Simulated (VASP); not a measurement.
# CdSe (Fm-3m) in VASP: a series of runs

Aim: see how the results for CdSe move with the level of theory and the settings. Levels: revPBE+D2, PBEsol0, r2SCANh, revTPSS+D4, vdW-DF, PBE. Tasks: density of states, optical spectrum, band structure, RPA correlation energy.

Everything below comes from runs of VASP 6.6.1. Logs are shortened: lines on timing, memory, paths and dates and some standing lists are left out, and cuts for length are marked.

## (1) Starting point

The structure is cubic, space group Fm-3m (No. 225). The conventional cell has a = 5.748 Å, b = 5.748 Å, c = 5.748 Å, α = 90.00°, β = 90.00°, γ = 90.00°. Cd (site symmetry m-3m) has 6 Se at 2.87 Å as nearest neighbours. Se (site symmetry m-3m) has 6 Cd at 2.87 Å as nearest neighbours.

Measurements of this composition are mostly on another form, of space group No. 186.

## (2) Density of states, revPBE+D2 (volume scaled by 0.96)

run.py

```python
from ase.calculators.vasp import Vasp
from ase.dft.dos import DOS
from ase.io import read

atoms = read('CdSe.cif')
calc = Vasp(
    directory='calc',
    xc='revpbe',
    pp='PBE',
    setups='recommended',
    prec='Accurate',
    encut=520,
    ediff=1e-06,
    ismear=0,
    sigma=0.05,
    lreal=False,
    lasph=True,
    nelm=80,
    algo='Normal',
    isif=2,
    lwave=False,
    lcharg=False,
    ivdw=1,
    lorbit=11,
    kpts=[8, 8, 8],
    gamma=True,
    nbands=16,
)
atoms.calc = calc

print('energy (eV):', atoms.get_potential_energy())
print('free energy (eV):', atoms.get_potential_energy(force_consistent=True))
print('forces (eV/A):')
print(atoms.get_forces())
print('stress (eV/A^3, Voigt):', atoms.get_stress())
print('Fermi level (eV):', calc.get_fermi_level())
dos = DOS(calc, width=0.05, window=(-10, 10), npts=301)
print('E - E_F (eV), DOS (1/eV)')
for e, g in zip(dos.get_energies(), dos.get_dos()):
    print(f'{e:8.3f} {g:10.4f}')
```

CdSe.cif

```cif
data_CdSe
_cell_length_a 4.00945945
_cell_length_b 4.00945945
_cell_length_c 4.00945945
_cell_angle_alpha 60.00000000
_cell_angle_beta 60.00000000
_cell_angle_gamma 60.00000000
_space_group_name_H-M_alt 'P1'
_space_group_name_Hall 'P 1'
_space_group_IT_number 1
loop_
_space_group_symop_operation_xyz
'x,y,z'
loop_
_atom_site_label
_atom_site_type_symbol
_atom_site_symmetry_multiplicity
_atom_site_Wyckoff_symbol
_atom_site_fract_x
_atom_site_fract_y
_atom_site_fract_z
_atom_site_occupancy
Cd1 Cd 1 a 0.0000000000 0.0000000000 0.0000000000 1
Se1 Se 1 a 0.5000000000 0.5000000000 0.5000000000 1
```

Potentials or basis: VASP PAW PBE potentials, release 64 (Cd, Se).

On the command line:

```sh
$ python run.py
```

Standard output:

```text
energy (eV): -5.71494054
free energy (eV): -5.71529713
forces (eV/A):
[[-0.  0.  0.]
 [ 0. -0.  0.]]
stress (eV/A^3, Voigt): [ 0.00995837  0.00995837  0.00995837 -0.         -0.         -0.        ]
Fermi level (eV): 2.73896561
E - E_F (eV), DOS (1/eV)
 -10.000     0.0000
  -9.933     0.0000
  -9.867     0.0000
  -9.800     0.0000
  -9.733     0.0000
  -9.667     0.0000
[... 293 lines left out ...]
   9.933     0.8057
  10.000     0.1253
```

It took 13 s on 1 thread of AMD EPYC 9R45 (Zen 5), shared host; peak memory 0.14 GiB.

Results:

- Free energy: -5.7153 eV
- Pressure: -1.6 GPa
- Band gap on the k mesh: none (metal or under the smearing width)
- Valence electrons inside the program's atomic spheres: Cd 10.22; Se 3.85
- Dispersion energy per atom: -0.585 eV

States per cell in windows of 1 eV (zero at the Fermi level; states under -8 eV left out):
| from (eV) | total | Cd1_d | Se2_p | Cd1_p | Cd1_s | Se2_d | Se2_s |
| --- | --- | --- | --- | --- | --- | --- | --- |
| -8.0 | 6.47 | 6.02 | 0.03 | 0.00 | 0.00 | 0.00 | 0.06 |
| -7.0 | 0.00 | 0.00 | 0.00 | 0.00 | 0.00 | 0.00 | 0.00 |
| -6.0 | 0.02 | 0.00 | 0.00 | 0.00 | 0.00 | 0.00 | 0.00 |
| -5.0 | 1.33 | 0.08 | 0.34 | 0.03 | 0.20 | 0.00 | 0.02 |
| -4.0 | 0.68 | 0.03 | 0.19 | 0.02 | 0.08 | 0.00 | 0.03 |
| -3.0 | 1.22 | 0.05 | 0.45 | 0.07 | 0.05 | 0.00 | 0.01 |
| -2.0 | 1.22 | 0.05 | 0.53 | 0.07 | 0.02 | 0.00 | 0.01 |
| -1.0 | 1.49 | 0.10 | 0.75 | 0.04 | 0.01 | 0.00 | 0.01 |
| 0.0 | 0.17 | 0.00 | 0.04 | 0.00 | 0.05 | 0.00 | 0.00 |
| 1.0 | 0.31 | 0.00 | 0.04 | 0.02 | 0.09 | 0.01 | 0.01 |
| 2.0 | 0.50 | 0.01 | 0.09 | 0.03 | 0.12 | 0.02 | 0.02 |
| 3.0 | 1.05 | 0.02 | 0.18 | 0.09 | 0.20 | 0.04 | 0.05 |
| 4.0 | 0.50 | 0.01 | 0.06 | 0.07 | 0.03 | 0.02 | 0.02 |
| 5.0 | 0.95 | 0.02 | 0.09 | 0.15 | 0.04 | 0.06 | 0.03 |
| 6.0 | 1.61 | 0.06 | 0.16 | 0.23 | 0.04 | 0.13 | 0.01 |
| 7.0 | 1.78 | 0.05 | 0.30 | 0.24 | 0.06 | 0.13 | 0.02 |

Caveat: atom-pairwise D2, TS and ULG terms overbind metals; the PAW data sets were made with another functional, which shifts forces and pressure a little; pairwise dispersion overbinds metals, which lowers pressure and volume.

## (3) Density of states, PBEsol0, spin-orbit coupling, no magnetisation

POSCAR

```
CdSe
1.0
    0.0000000000      2.8739580000      2.8739580000
    2.8739580000      0.0000000000      2.8739580000
    2.8739580000      2.8739580000      0.0000000000
Cd Se
1 1
Direct
    0.0000000000      0.0000000000      0.0000000000
    0.5000000000      0.5000000000      0.5000000000
```

INCAR.step1

```
ALGO = Normal
AMIX = 0.4
EDIFF = 1E-5
ENCUT = 350
GGA = PE
GGA_COMPAT = F
IMIX = 1
ISIF = 2
ISMEAR = 0
LASPH = T
LCHARG = F
LNONCOLLINEAR = T
LREAL = F
LSORBIT = T
LWAVE = T
MAGMOM = 0 0 0 0 0 0
NBANDS = 30
NELM = 60
PREC = Accurate
SIGMA = 0.1
```

INCAR.step2

```
AEXX = 0.25
ALGO = Normal
AMIX = 0.4
EDIFF = 1E-6
ENCUT = 350
GGA = PS
GGA_COMPAT = F
IMIX = 1
ISIF = 2
ISMEAR = -5
ISTART = 1
LASPH = T
LCHARG = F
LHFCALC = T
LNONCOLLINEAR = T
LORBIT = 10
LREAL = F
LSORBIT = T
LWAVE = F
MAGMOM = 0 0 0 0 0 0
NBANDS = 30
NEDOS = 2001
NELM = 60
PREC = Accurate
PRECFOCK = Fast
SIGMA = 0.1
```

KPOINTS

```
k-points
0
Gamma
  4 4 4
```

Potentials or basis: VASP PAW PBE potentials, release 64 (Cd, Se).

On the command line:

```sh
$ cat potpaw_PBE.64/Cd/POTCAR potpaw_PBE.64/Se/POTCAR > POTCAR
$ cp INCAR.step1 INCAR
$ mpirun -np 1 vasp_ncl > vasp.out
$ cp INCAR.step2 INCAR
$ mpirun -np 1 vasp_ncl > vasp.out
```

It took 9.5 min on 1 thread of Intel Xeon Platinum 8488C (Sapphire Rapids), shared host; peak memory 0.23 GiB.

These settings aren't checked as converged: the numbers below hold their error.

Results:

* Free energy: -7.5769 eV
* Pressure: -4.7 GPa
* Valence electrons inside the program's atomic spheres: Cd 10.17; Se 3.89

Caveat: the k mesh is coarse (spacing up to 0.47 Å⁻¹), so the values aren't converged, least of all with exact exchange; the PAW data sets were made with another functional, which shifts forces and pressure a little.

## (4) Optical spectrum, r2SCANh

Changes to POSCAR since step 3:

```diff
@@ -7,4 +7,4 @@
 1 1
-Direct
+Cartesian
     0.0000000000      0.0000000000      0.0000000000
-    0.5000000000      0.5000000000      0.5000000000
+    2.8739580000      2.8739580000      2.8739580000
```

INCAR.step1

```
SYSTEM = CdSe
ALGO = Normal
EDIFF = 1E-5
ENCUT = 520
GGA = PE
ISIF = 2
ISMEAR = -5
LASPH = .True.
LCHARG = .False.
LREAL = .False.
LWAVE = .True.
NBANDS = 41
NELM = 80
PREC = Accurate
SIGMA = 0.05
```

INCAR.step2

```
SYSTEM = CdSe
AEXX = 0.1
ALGO = Normal
CSHIFT = 0.1
EDIFF = 1E-6
ENCUT = 520
HFRCUT = -1
ISIF = 2
ISMEAR = -5
ISTART = 1
LASPH = .True.
LCHARG = .False.
LHFCALC = .True.
LMIXTAU = .True.
LOPTICS = .True.
LREAL = .False.
LWAVE = .False.
METAGGA = R2SCAN
NBANDS = 41
NEDOS = 1000
NELM = 80
PREC = Accurate
PRECFOCK = Fast
SIGMA = 0.05
```

KPOINTS

```
k-points
0
Gamma
  4 4 4
  0 0 0
```

Potentials or basis: VASP PAW PBE potentials, release 64 (Cd, Se).

On the command line:

```sh
$ cat potpaw_PBE.64/Cd/POTCAR potpaw_PBE.64/Se/POTCAR > POTCAR
$ cp INCAR.step1 INCAR
$ mpirun -np 1 vasp_std > vasp.out
$ cp INCAR.step2 INCAR
$ mpirun -np 1 vasp_std > vasp.out
```

OUTCAR:

```text
SYSTEM = CdSe
   AEXX = 0.1
   EDIFF = 1E-6
   ENCUT = 520
   ISIF = 2
   ISMEAR = -5
   ISTART = 1
   LASPH = .True.
   LHFCALC = .True.
   LREAL = .False.
   METAGGA = R2SCAN
   NELM = 80
   PREC = Accurate
   PRECFOCK = Fast

 ion  position               nearest neighbor table
   1  0.000  0.000  0.000-   2 2.87   2 2.87   2 2.87   2 2.87   2 2.87   2 2.87
   2  0.500  0.500  0.500-   1 2.87   1 2.87   1 2.87   1 2.87   1 2.87   1 2.87

  LATTYP: Found a face centered cubic cell.
 ALAT       =     5.7479160000

  Lattice vectors:

 A1 = (   0.0000000000,   2.8739580000,   2.8739580000)
 A2 = (   2.8739580000,   0.0000000000,   2.8739580000)
 A3 = (   2.8739580000,   2.8739580000,   0.0000000000)

Analysis of symmetry for initial positions (statically):
=====================================================================
 Subroutine PRICEL returns:
 Original cell was already a primitive cell.

 Routine SETGRP: Setting up the symmetry group for a
 face centered cubic supercell.

 Subroutine GETGRP returns: Found 48 space group operations
 (whereof 48 operations were pure point group operations)
 out of a pool of 48 trial point group operations.

The static configuration has the point symmetry O_h .

Analysis of symmetry for dynamics (positions and initial velocities):
=====================================================================
 Subroutine PRICEL returns:
 Original cell was already a primitive cell.

 Routine SETGRP: Setting up the symmetry group for a
 face centered cubic supercell.

 Subroutine GETGRP returns: Found 48 space group operations
 (whereof 48 operations were pure point group operations)
 out of a pool of 48 trial point group operations.

The dynamic configuration has the point symmetry O_h .

 Subroutine INISYM returns: Found 48 space group operations
 (whereof 48 operations are pure point group operations),
 and found     1 'primitive' translations

----------------------------------------------------------------------------------------

                                     Primitive cell

  volume of cell :      47.4757

  direct lattice vectors                    reciprocal lattice vectors
     0.000000000  2.873958000  2.873958000    -0.173976098  0.173976098  0.173976098
[... 122 lines left out ...]
  ext. energy  EPLUGINS =         0.00000000
  ---------------------------------------------------
  free energy    TOTEN  =       -33.38169813 eV

  energy without entropy =      -33.38169813  energy(sigma->0) =      -33.38169813

 E-fermi :   1.6931     XC(G=0):  -9.5703

 val. band max:        1.6461925204   @ k =   0.5000   0.0000   0.0000
 cond. band min:       2.2054965021   @ k =   0.5000   0.5000   0.0000
 fundamental gap:      0.5593039818
 Fermi energy:         1.6930611492

 k-point     1 :       0.0000    0.0000    0.0000
  band No.  band energies     occupation
      1     -12.0092      2.00000
      2      -7.0746      2.00000
      3      -7.0746      2.00000
      4      -7.0528      2.00000
      5      -7.0528      2.00000
      6      -7.0528      2.00000
[... 181 lines left out ...]
     20      21.2449      0.00000
     21      23.6446      0.00000
 [bands above 21 left out]

------------------------ aborting loop because EDIFF is reached ----------------------------------------

  FORCE on cell =-STRESS in cart. coord.  units (eV):
  Direction    XX          YY          ZZ          XY          YZ          ZX
  --------------------------------------------------------------------------------------
  -------------------------------------------------------------------------------------
  Total       -0.5498325     -0.5498325     -0.5498325      0.0000000     -0.0000000     -0.0000000
  in kB      -18.5553762    -18.5553762    -18.5553762      0.0000000     -0.0000000     -0.0000000
  external PRESSURE =     -18.5553762 kB  Pullay stress =       0.0000000 kB

 VOLUME and BASIS-vectors are now :
 -----------------------------------------------------------------------------
  energy-cutoff  :      520.00
  volume of cell :       47.48
      direct lattice vectors                 reciprocal lattice vectors
     0.000000000  2.873958000  2.873958000    -0.173976098  0.173976098  0.173976098
     2.873958000  0.000000000  2.873958000     0.173976098 -0.173976098  0.173976098
     2.873958000  2.873958000  0.000000000     0.173976098  0.173976098 -0.173976098

 POSITION                                       TOTAL-FORCE (eV/Angst)
 -----------------------------------------------------------------------------------
      0.00000      0.00000      0.00000         0.000000      0.000000     -0.000000
      2.87396      2.87396      2.87396        -0.000000     -0.000000      0.000000
 -----------------------------------------------------------------------------------
    total drift:                               -0.000000      0.000000      0.000000

  FREE ENERGIE OF THE ION-ELECTRON SYSTEM (eV)
  ---------------------------------------------------
  free  energy   TOTEN  =       -33.3816981312 eV

  energy  without entropy=      -33.3816981312  energy(sigma->0) =      -33.38169813

 electrical conductivity sigma (Mega S m-1) (frequency dependency in vasprun.xml)
  --------------------------------------------------------------------------------------
       0.000       0.000       0.000
       0.000       0.000       0.000
       0.000       0.000       0.000

  frequency dependent IMAGINARY DIELECTRIC FUNCTION (independent particle, no local field effects) density-density
     E(ev)      X         Y         Z        XY        YZ        ZX
  --------------------------------------------------------------------------------------------------------------
     0.00000     0.00000     0.00000     0.00000     0.00000     0.00000     0.00000
     0.70292     0.06400     0.06400     0.06400     0.00000     0.00000     0.00000
     1.40585     0.15811     0.15811     0.15811     0.00000     0.00000     0.00000
     2.10877     0.48790     0.48790     0.48790     0.00000    -0.00000     0.00000
     2.81170     2.20313     2.20313     2.20313     0.00000     0.00000     0.00000
     3.51462     7.63835     7.63835     7.63835    -0.00000    -0.00000     0.00000
[... 92 lines left out ...]
    68.88664     0.00042     0.00042     0.00042     0.00000     0.00000    -0.00000
    69.58957     0.00041     0.00041     0.00041     0.00000     0.00000    -0.00000

  frequency dependent      REAL DIELECTRIC FUNCTION (independent particle, no local field effects) density-density
     E(ev)        X           Y           Z          XY          YZ          ZX
  --------------------------------------------------------------------------------------------------------------
     0.00000    10.44730    10.44730    10.44730     0.00000     0.00000     0.00000
     0.70292    10.66487    10.66487    10.66487     0.00000     0.00000     0.00000
     1.40585    11.41039    11.41039    11.41039     0.00000     0.00000     0.00000
     2.10877    13.13743    13.13743    13.13743     0.00000     0.00000     0.00000
     2.81170    16.31918    16.31918    16.31918     0.00000     0.00000     0.00000
     3.51462    20.47446    20.47446    20.47446     0.00000     0.00000    -0.00000
[... 92 lines left out ...]
    68.88664     0.87975     0.87975     0.87975    -0.00000    -0.00000     0.00000
    69.58957     0.88267     0.88267     0.88267    -0.00000    -0.00000     0.00000

  frequency dependent IMAGINARY DIELECTRIC FUNCTION (independent particle, no local field effects) current-current
     E(ev)      X         Y         Z        XY        YZ        ZX
  --------------------------------------------------------------------------------------------------------------
     0.00000    21.88031    21.88031    21.88031    -0.00000    -0.00000     0.00000
     0.70292     2.29181     2.29181     2.29181    -0.00000    -0.00000     0.00000
     1.40585     1.34291     1.34291     1.34291    -0.00000    -0.00000     0.00000
     2.10877     1.45996     1.45996     1.45996    -0.00000    -0.00000    -0.00000
     2.81170     2.97186     2.97186     2.97186    -0.00000    -0.00000    -0.00000
     3.51462     6.88782     6.88782     6.88782    -0.00000    -0.00000    -0.00000
[... 92 lines left out ...]
    68.88664     0.00007     0.00007     0.00007     0.00000     0.00000    -0.00000
    69.58957     0.00007     0.00007     0.00007     0.00000     0.00000    -0.00000

  frequency dependent      REAL DIELECTRIC FUNCTION (independent particle, no local field effects) current-current
     E(ev)        X           Y           Z          XY          YZ          ZX
  --------------------------------------------------------------------------------------------------------------
     0.00000     8.67413     8.67413     8.67413    -0.00000    -0.00000     0.00000
     0.70292     8.85227     8.85227     8.85227    -0.00000    -0.00000     0.00000
     1.40585     9.47490     9.47490     9.47490    -0.00000    -0.00000     0.00000
     2.10877    10.92944    10.92944    10.92944    -0.00000    -0.00000     0.00000
     2.81170    13.17744    13.17744    13.17744    -0.00000    -0.00000     0.00000
     3.51462    15.84183    15.84183    15.84183    -0.00000    -0.00000     0.00000
[... 92 lines left out ...]
    68.88664     0.89134     0.89134     0.89134     0.00000     0.00000     0.00000
    69.58957     0.89402     0.89402     0.89402     0.00000     0.00000     0.00000
```

Run time: 11 min. Hardware: 1 thread of Intel Xeon Platinum 8488C (Sapphire Rapids), shared host; peak memory 0.19 GiB.

Results:

| Item | Value |
| --- | --- |
| Free energy | -33.3817 eV |
| Pressure | -1.9 GPa |
| Band gap on the k mesh | 0.56 eV, indirect (least direct gap 1.81 eV) |

Dielectric function (mean over the directions given):
| energy (eV) | real part | imaginary part |
| --- | --- | --- |
| 0.28 | 10.48 | 0.02 |
| 1.27 | 11.21 | 0.13 |
| 2.32 | 13.93 | 0.79 |
| 3.37 | 19.63 | 6.15 |
| 4.36 | 12.32 | 37.49 |
| 5.41 | -6.83 | 11.36 |
| 6.47 | -2.95 | 4.56 |
| 7.52 | 0.07 | 4.43 |
| 8.51 | -1.15 | 6.81 |
| 9.56 | -2.88 | 3.76 |
| 10.61 | -1.63 | 3.03 |
| 11.67 | -1.89 | 1.27 |
| 12.65 | -1.38 | 1.34 |
| 13.71 | -0.78 | 0.68 |
| 14.76 | -0.11 | 0.66 |
| 15.82 | -0.33 | 1.09 |
| 16.80 | -0.10 | 1.00 |
| 17.85 | -0.38 | 0.66 |
| 18.91 | -0.01 | 0.44 |
| 19.96 | 0.14 | 0.46 |

Caveat: the k mesh is coarse (spacing up to 0.47 Å⁻¹), so the values aren't converged, least of all with exact exchange; spectra need much finer meshes, so this one isn't converged; independent-particle spectra lack excitons; the PAW data sets were made with another functional, which shifts forces and pressure a little. A k mesh can miss the band edges.

[end of part 1 of 3]
